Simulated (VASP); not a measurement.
Set up this calculation in VASP 6.6.1, as the native input.

| Property | Result |
| --- | --- |
| Task | band structure |
| Functional | AM05 |
| Potentials or basis | VASP PAW PBE potentials, release 64 (Si, C) |
| Cutoff | 520 eV |
| k mesh | 10 × 10 × 10 |
| Occupations | fermi-dirac, width 0.05 eV |
| Spin | no spin polarisation |
| Further INCAR settings | ALGO = Normal; EDIFF = 1e-07; NBANDS = 11 |

The structure of SiC (Moissanite 3C) lies in POSCAR:

```
SiC
1.0
    0.0000000000      2.1790000000      2.1790000000
    2.1790000000      0.0000000000      2.1790000000
    2.1790000000      2.1790000000      0.0000000000
Si C
1 1
Direct
    0.0000000000      0.0000000000      0.0000000000
    0.7500000000      0.7500000000      0.7500000000
```

These files were run (other wordings do the same):

INCAR

```
SYSTEM = SiC
PREC = Accurate ; ENCUT = 520
EDIFF = 1E-7 ; ISMEAR = -1
SIGMA = 0.05 ; LREAL = .False.
LASPH = .True. ; NELM = 80
ALGO = Normal ; ISIF = 2
LWAVE = .False. ; LCHARG = .False.
GGA = AM ; NBANDS = 11
```

KPOINTS

```
regular mesh
0
Gamma
  10 10 10
  0 0 0
```

KPOINTS_OPT

```
path GXWKGLUWLK,UX
20
line-mode
reciprocal
 0.0000000000  0.0000000000  0.0000000000  G
 0.5000000000  0.0000000000  0.5000000000  X

 0.5000000000  0.0000000000  0.5000000000  X
 0.5000000000  0.2500000000  0.7500000000  W

 0.5000000000  0.2500000000  0.7500000000  W
 0.3750000000  0.3750000000  0.7500000000  K

 0.3750000000  0.3750000000  0.7500000000  K
 0.0000000000  0.0000000000  0.0000000000  G

 0.0000000000  0.0000000000  0.0000000000  G
 0.5000000000  0.5000000000  0.5000000000  L

 0.5000000000  0.5000000000  0.5000000000  L
 0.6250000000  0.2500000000  0.6250000000  U

 0.6250000000  0.2500000000  0.6250000000  U
 0.5000000000  0.2500000000  0.7500000000  W

 0.5000000000  0.2500000000  0.7500000000  W
 0.5000000000  0.5000000000  0.5000000000  L

 0.5000000000  0.5000000000  0.5000000000  L
 0.3750000000  0.3750000000  0.7500000000  K

 0.6250000000  0.2500000000  0.6250000000  U
 0.5000000000  0.0000000000  0.5000000000  X
```

Potentials or basis: VASP PAW PBE potentials, release 64 (Si, C).

Run with:

```console
$ cat potpaw_PBE.64/Si/POTCAR potpaw_PBE.64/C/POTCAR > POTCAR
$ mpirun -np 1 vasp_std > vasp.out
```

Results of the run:

* Pressure: -0.3 GPa
* Band gap on the k mesh: 1.23 eV, indirect (least direct gap 4.45 eV)
* Band gap along the path: 1.23 eV, indirect (least direct gap 4.45 eV)

Caveat: the PAW data sets were made with another functional, which shifts forces and pressure a little.

It took 17 s on 1 thread of Intel(R) Xeon(R) Platinum 8375C CPU @ 2.90GHz (Ice Lake), with other jobs on the host, peak memory 0.14 GiB.
